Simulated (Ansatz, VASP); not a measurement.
One calculation of Hf, two programs

```xyz
3
Lattice="5.0414 0.0000 0.0000 -2.5207 4.3660 0.0000 0.0000 0.0000 3.1266" Properties=species:S:1:pos:R:3 pbc="T T T"
Hf    2.5207    4.3660    0.0000
Hf    0.0000    2.9107    1.5633
Hf    2.5207    1.4553    1.5633
```

Alike in both runs: task single point; functional RPBE; k mesh 8 × 8 × 11; occupations fermi-dirac, width 0.1 eV; no spin polarisation.

|  | VASP | Ansatz |
| --- | --- | --- |
| version | VASP 6.6.1 | Ansatz 0.2.0 |
| potentials or method | VASP PAW PBE potentials, release 64 (Hf_pv) | plane waves (420 eV) with PAW, scalar-relativistic |
| plane-wave cutoff (eV) | 520 | 420 |
| valence electrons in the cell | 30 | 78 |

Ansatz gave:

- pressure (GPa): 0.0
- largest component of the traceless stress (GPa): 0.07

Q: What did VASP give for the same quantities?

A: Pressure (GPa): -0.4; largest component of the traceless stress (GPa): 0.16.

The functional is the same, so the differences come from potentials, cutoffs and numerics. The two sets of potentials don't hold the same shells in valence.

Caveats: the PAW data sets were made with another functional, which shifts forces and pressure a little (VASP). Spin-orbit coupling is left out, which matters for the levels of Hf.
